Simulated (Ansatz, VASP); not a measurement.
## Two plane-wave programs on AlGa3N4

Contents of POSCAR:

```
AlGa3N4
1.0
    4.4653444522      0.0000000000      0.0000000000
    0.0000000000      4.4653444522      0.0000000000
    0.0000000000      0.0000000000      4.3537108409
Al Ga N
1 3 4
Direct
    0.0000000000      0.0000000000      0.0000000000
    0.5000000000      0.5000000000      0.0000000000
    0.5000000000      0.0000000000      0.5000000000
    0.0000000000      0.5000000000      0.5000000000
    0.7553510553      0.7553510553      0.2446489447
    0.7553510553      0.2446489447      0.7553510553
    0.2446489447      0.7553510553      0.7553510553
    0.2446489447      0.2446489447      0.2446489447
```

INCAR.step1

```
PREC = Accurate ; ENCUT = 520
ISMEAR = 0 ; SIGMA = 0.05
LREAL = False ; LASPH = True
NELM = 80 ; NBANDS = 41
GGA = PE ; ALGO = Normal
EDIFF = 1E-4 ; LWAVE = True
LCHARG = False
```

Contents of INCAR.step2:

```
PREC = Accurate ; ENCUT = 520
EDIFF = 1E-6 ; ISMEAR = 0
SIGMA = 0.05 ; LREAL = False
LASPH = True ; NELM = 80
ALGO = Normal ; ISIF = 2
LWAVE = False ; LCHARG = True
METAGGA = R2SCAN ; LMIXTAU = True
LELF = True ; LVHAR = True
NBANDS = 41 ; ISTART = 1
```

File KPOINTS:

```
regular mesh
0
Gamma
  6 6 6
```

Input for Ansatz:

```yaml
crystal:
  lattice:
    - [4.4653444522, 0.0, 0.0]
    - [0.0, 4.4653444522, 0.0]
    - [0.0, 0.0, 4.3537108409]
  atoms:
    - { symbol: Al, position: [0.0, 0.0, 0.0] }
    - { symbol: Ga, position: [0.5, 0.5, 0.0] }
    - { symbol: Ga, position: [0.5, 0.0, 0.5] }
    - { symbol: Ga, position: [0.0, 0.5, 0.5] }
    - { symbol: "N", position: [0.7553510553, 0.7553510553, 0.2446489447] }
    - { symbol: "N", position: [0.7553510553, 0.2446489447, 0.7553510553] }
    - { symbol: "N", position: [0.2446489447, 0.7553510553, 0.7553510553] }
    - { symbol: "N", position: [0.2446489447, 0.2446489447, 0.2446489447] }
basis:
  ecutwfc: 500
kpoints:
  mp_grid: { grid: [6, 6, 6] }
hamiltonian:
  xc: r2scan
scf:
  occupations: { method: gaussian, width: 0.05 }
output:
  forces: true
  stress: true
  eigenvalues: true
  write_density: true
  write_potential: true
  elf: true
  volumetric_format: npy
```

Change from the starting cell: strain +0.000 along x and y, -0.025 along z, atoms carried along.

Alike in both runs: task single point; functional r2SCAN; k mesh 6 × 6 × 6; occupations gaussian, width 0.05 eV; no spin polarisation.

|  | VASP | Ansatz |
| --- | --- | --- |
| version | VASP 6.6.1 | Ansatz 0.2.0 |
| potentials or method | VASP PAW PBE potentials, release 64 (Al, Ga_d, N) | scalar-relativistic, plane waves, PAW |
| plane-wave cutoff (eV) | 520 | 500 |
| valence electrons in the cell | 62 | 62 |

Ansatz gave:

- gap on the k mesh at the Fermi level (eV): 2.93
- least direct gap on the mesh (eV): 2.93
- pressure (GPa): 5.3
- largest component of the traceless stress (GPa): 2.10
- rms of the force components (eV/Å): 0.011

Question: What did VASP give for the same quantities?

Answer: gap on the k mesh at the Fermi level (eV): 2.93; least direct gap on the mesh (eV): 2.93; pressure (GPa): 6.1; largest component of the traceless stress (GPa): 2.15; rms of the force components (eV/Å): 0.038.

Atom by atom the forces differ by 0.035 eV/Å (rms over components).

Caveats: the PAW data sets were made with another functional, which shifts forces and pressure a little (VASP).
